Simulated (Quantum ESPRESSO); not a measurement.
Crystal: In.

```xyz
2
Lattice="3.3355 0.0000 0.0000 -1.6677 2.8886 0.0000 0.0000 0.0000 5.5091" Properties=species:S:1:pos:R:3 pbc="T T T"
In    1.6677    0.9629    4.1319
In    0.0000    1.9257    1.3773
```

This isn't the form of In at room conditions, which is tetragonal.

```yaml
Program: Quantum ESPRESSO 7.5
Task: single point
Functional: PBE
Potentials_or_basis: SSSP 1.3 efficiency PBE
Cutoff: 748 eV
Density_cutoff: 5987 eV
k_mesh: 9 × 9 × 5
Occupations: fermi-dirac, width 0.05 eV
Spin: no spin polarisation
```

On this cell: pressure 1.4 GPa; largest force under 0.003 eV/Å; band gap on the k mesh none (metal or under the smearing width).

The same run follows on a disturbed copy (atoms moved at random, drawn with an rms of 0.05 Å):

```
CELL_PARAMETERS angstrom
3.33548 0.00000 0.00000
-1.66774 2.88861 0.00000
0.00000 0.00000 5.50914
ATOMIC_POSITIONS crystal
In 0.67002 0.33591 0.74904
In 0.32037 0.68022 0.25626
```

Task: What changes?

Result: The energy (extrapolated to zero smearing) moves by +1.5 meV/atom; pressure 1.5 GPa; largest force 0.116 eV/Å; band gap on the k mesh none (metal or under the smearing width).

Forces in eV/Å, atoms in the order of the input:
```
In  -0.016  0.006  0.115
In   0.016 -0.006 -0.115
```

Stress tensor (GPa, compression positive):
```
 1.48  0.18 -0.02
 0.18  1.64  0.01
-0.02  0.01  1.29
```
